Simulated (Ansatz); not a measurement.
**Pd: stress in a strained cell**

Pd is deformed so: equal xx and yy strain of -3 %. What stress and forces result, by LAPW, PAW and all-electron datasets made for the crystal?

Computed with Ansatz 0.2.0 (DFT PBE, scalar-relativistic, unless a step's input says otherwise).

### Step 1. Starting point

The structure is cubic, space group Fm-3m (No. 225). Conventional cell: a = 3.890 Å, b = 3.890 Å, c = 3.890 Å, α = 90.00°, β = 90.00°, γ = 90.00°. Pd (site symmetry m-3m) is surrounded by 12 Pd at 2.75 Å.

Coordinates:

```
CELL_PARAMETERS angstrom
0.00000 1.94490 1.94490
1.94490 0.00000 1.94490
1.94490 1.94490 0.00000
ATOMIC_POSITIONS crystal
Pd 0.00000 0.00000 0.00000
```

### Step 2. After the deformation

Space group Fm-3m before, I4/mmm after.

### Step 3. All-electron LAPW

Contents of input.yaml:

```yaml
crystal:
  lattice:
    - [0.0, 1.886553, 1.9449]
    - [1.886553, 0.0, 1.9449]
    - [1.886553, 1.886553, 0.0]
  atoms:
    - { symbol: Pd, position: [0.0, 0.0, 0.0] }
kpoints:
  mp_grid: { grid: [18, 18, 18] }
  band_path:
    path:
      - [0.0, 0.0, 0.0]
      - [0.0, 0.5, 0.5]
      - [0.25, 0.75, 0.5]
      - [0.0, 0.5, 0.0]
      - [0.0, 0.0, 0.0]
      - [0.5, 0.5, 0.0]
      - [0.3676125, 0.6323875, 0.0]
      - [-0.3676125, 0.3676125, 0.0]
      - [0.0, 0.0, 0.0]
    npoints: 5
scf:
  occupations: { method: fermi_dirac, width: 0.05 }
hamiltonian:
  xc: pbe
  pseudopotentials: { kind: all_electron, lapw: { basis_error: 0.00025 } }
output:
  forces: true
  stress: true
  eigenvalues: true
```

On the command line:

```bash
$ ansatz run input.yaml --threads 1 --pin off --max-ram 3072MiB --backend cpu --events-out ev --progress --plain --runs-dir out
```

### Step 4. PAW on the default files

Contents of input.yaml:

```yaml
crystal:
  lattice:
    - [0.0, 1.886553, 1.9449]
    - [1.886553, 0.0, 1.9449]
    - [1.886553, 1.886553, 0.0]
  atoms:
    - { symbol: Pd, position: [0.0, 0.0, 0.0] }
kpoints:
  mp_grid: { grid: [18, 18, 18] }
scf:
  occupations: { method: fermi_dirac, width: 0.05 }
hamiltonian:
  xc: pbe
  pseudopotentials: { kind: paw }
output:
  forces: true
  stress: true
  eigenvalues: true
  efg: { contact_densities: true }
```

### Step 5. Datasets made for this crystal

Edit input.yaml of step 4 so:

```diff
@@ -13,3 +13,3 @@
   xc: pbe
-  pseudopotentials: { kind: paw }
+  pseudopotentials: { kind: all_electron, datasets: crystal }
 output:
```

(Steps that only read results are left out.)

**Question.** What will these runs give? Wanted: pressure; largest shear or deviatoric stress.

**Answer**, as computed:

| quantity | value |
| --- | --- |
| pressure | LAPW 22.51, PAW 22.60, crystal datasets 22.51 GPa |
| largest shear or deviatoric stress (LAPW) | 1.77 GPa |

What this shows: The largest part of the stress beyond the pressure is 1.77 GPa in size, in the zz component. No run of the undeformed cell stands beside it, so the pressure holds what the given cell had before the change. PAW: stress within 0.09 GPa of LAPW. Crystal datasets: stress within 0.01 GPa of LAPW.
